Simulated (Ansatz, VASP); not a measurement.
# Two plane-wave programs on Mo

```xyz
2
Lattice="0.0000 -3.1420 0.0000 -3.1420 0.0000 0.0000 0.0000 0.0000 -3.1420" Properties=species:S:1:pos:R:3 pbc="T T T"
Mo   -1.5710   -1.5710   -1.5710
Mo    0.0000    0.0000    0.0000
```

Alike in both runs: task single point; functional PBE; k mesh 16 × 16 × 16; occupations gaussian, width 0.15 eV; no spin polarisation.

|  | VASP | Ansatz |
| --- | --- | --- |
| version | VASP 6.6.1 | Ansatz 0.2.0 |
| potentials or method | VASP PAW PBE potentials, release 64 (Mo_sv) | scalar-relativistic, plane waves, PAW |
| plane-wave cutoff (eV) | 520 | 420 |
| valence electrons in the cell | 28 | 28 |

|  | VASP | Ansatz | Ansatz less VASP |
| --- | --- | --- | --- |
| gap on the k mesh at the Fermi level (eV) | none | none | - |
| pressure (GPa) | 5.4 | 4.8 | -0.55 |

A gap of «none» marks a metal or a gap that the smearing closes.
